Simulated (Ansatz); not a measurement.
The system is RbBr.

```
CELL_PARAMETERS angstrom
4.12608 0.00000 0.00000
0.00000 4.12608 0.00000
0.00000 0.00000 4.12608
ATOMIC_POSITIONS crystal
Rb 0.00000 0.00000 0.00000
Br 0.50000 0.50000 0.50000
```

The cell comes from a database or a generator and needn't be the stable form of this composition.

```yaml
Program: Ansatz 0.2.0
Task: relaxation of cell and atoms
Functional: BLYP
Potentials_or_basis: Ansatz PAW
Cutoff: "420 eV (not typed: the program's choice for these potentials)"
k_mesh: 7 × 7 × 7
Occupations: fermi-dirac, width 0.05 eV
Spin: no spin polarisation
```

At the start: volume 35.12 Å³/atom.

Problem. How do energy, volume and symmetry change on relaxing?

Solution. It ends after 5 steps and the volume is 39.62 Å³/atom (+12.8 %); space group Pm-3m (No. 221, to 0.05 Å).

Step by step:
```tsv
step	energy change (eV)	largest force (eV/Å)	volume (Å³)
1	0.0000	0.0000	70.24
2	-0.0319	0.0000	73.78
3	-0.0472	0.0000	78.13
4	-0.0478	0.0000	79.23
5	-0.0483	0.0000	79.23
```

Final structure:
```
Rb Br
1.0
     4.29503    0.00000    0.00000
     0.00000    4.29503    0.00000
     0.00000    0.00000    4.29503
Rb Br
1 1
Direct
  0.00000 0.00000 0.00000
  0.50000 0.50000 0.50000
```

Caveat: the plane-wave basis is chosen anew once the cell has moved, so the energies of steps on either side of that aren't comparable; the PAW data sets come from PBE, with cores solved anew for the run's functional, which leaves a small shift of forces and pressure.
